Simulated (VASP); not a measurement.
## As: relaxation of cell and atoms with LDA

The system is As.

```
As
1.0
     1.87975    1.08527    3.48577
    -1.87975    1.08527    3.48577
     0.00000   -2.17055    3.48577
As
2
Direct
  0.22754 0.22754 0.22754
  0.77246 0.77246 0.77246
```

```json
{
  "Program": "VASP 6.6.1",
  "Task": "relaxation of cell and atoms",
  "Functional": "LDA",
  "Potentials or basis": "VASP PAW LDA potentials, release 64 (As)",
  "Cutoff": "600 eV",
  "k mesh": "15 × 15 × 15",
  "Occupations": "gaussian, width 0.1 eV",
  "Spin": "no spin polarisation",
  "Further INCAR settings": "ALGO = Normal; EDIFF = 1e-07; IBRION = 2; EDIFFG = -0.005; NSW = 90; ISIF = 3"
}
```

```
Relaxed volume                         : 20.44 Å³/atom
Relaxed cell                           : a = 3.974 Å, b = 3.974 Å, c = 3.974 Å, α = 56.57°, β = 56.57°, γ = 56.57°
Space group after relaxing (to 0.05 Å) : R-3m (No. 166)
Energy gained by relaxing              : 8.5 meV/atom
Ionic steps                            : 10
Pressure after relaxing                : 0.0 GPa
Largest force after relaxing           : 0.005 eV/Å
Band gap on the k mesh                 : none (metal or under the smearing width)
```

Forces on the atoms (eV/Å):
```
As   0.000  0.000  0.005
As   0.000  0.000 -0.005
```

The path:
| step | energy change (eV) | largest force (eV/Å) | pressure (GPa) | volume (Å³) |
| --- | --- | --- | --- | --- |
| 1 | 0.0000 | 0.1343 | -1.09 | 42.67 |
| 2 | -0.0063 | 0.1880 | 0.16 | 41.78 |
| 3 | -0.0072 | 0.2168 | 0.88 | 41.30 |
| 4 | -0.0111 | 0.1386 | 0.70 | 41.15 |
| 5 | -0.0159 | 0.0690 | 0.28 | 40.67 |
| 6 | -0.0159 | 0.0614 | 0.29 | 40.69 |
| 7 | -0.0167 | 0.0427 | 0.03 | 40.83 |
| 8 | -0.0169 | 0.0262 | -0.20 | 40.95 |
| 9 | -0.0170 | 0.0094 | 0.02 | 40.86 |
| 10 | -0.0170 | 0.0047 | -0.01 | 40.87 |

Final structure:
```xyz
2
Lattice="1.8833 1.0873 3.3265 -1.8833 1.0873 3.3265 0.0000 -2.1746 3.3265" Properties=species:S:1:pos:R:3 pbc="T T T"
As    0.0000    0.0000    2.3041
As    0.0000    0.0000    7.6756
```

Levels at points of the mesh, in eV from the Fermi level:
| k point | band 3 | band 4 | band 5 | band 6 | band 7 | band 8 |
| --- | --- | --- | --- | --- | --- | --- |
| (0.00, 0.00, 0.00) | -2.39 | -2.11 | -2.11 | 2.18 | 3.17 | 3.17 |

Wall time 4.8 min on 1 thread of Intel(R) Xeon(R) 6975P-C (Granite Rapids) (shared host), peak memory 0.3 GiB.

LDA usually gives volumes a few per cent too small. Zero-point motion and thermal expansion aren't in these numbers.
